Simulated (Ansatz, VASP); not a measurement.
# One calculation of Os, two programs

```xyz
1
Lattice="0.0000 1.9287 1.9287 1.9287 0.0000 1.9287 1.9287 1.9287 0.0000" Properties=species:S:1:pos:R:3 pbc="T T T"
Os    0.0000    0.0000    0.0000
```

Alike in both runs: functional PBE; k mesh 14 × 14 × 14; occupations fermi-dirac, width 0.1 eV; no spin polarisation.

Ansatz relaxed the structure, and its values are those at the end. VASP's run is a single point on that final structure, the one shown.

```csv
,VASP,Ansatz
version,VASP 6.6.1,Ansatz 0.2.0
potentials or method,"VASP PAW PBE potentials, release 64 (Os)","plane waves (420 eV) with PAW, scalar-relativistic"
plane-wave cutoff (eV),520,420
valence electrons in the cell,8,16
```

|  | VASP | Ansatz | Ansatz less VASP |
| --- | --- | --- | --- |
| pressure (GPa) | -0.1 | 0.0 | +0.12 |

The functional is the same, so the differences come from potentials, cutoffs and numerics. The two sets of potentials don't hold the same shells in valence.

Spin-orbit coupling is left out, which matters for the levels of Os.
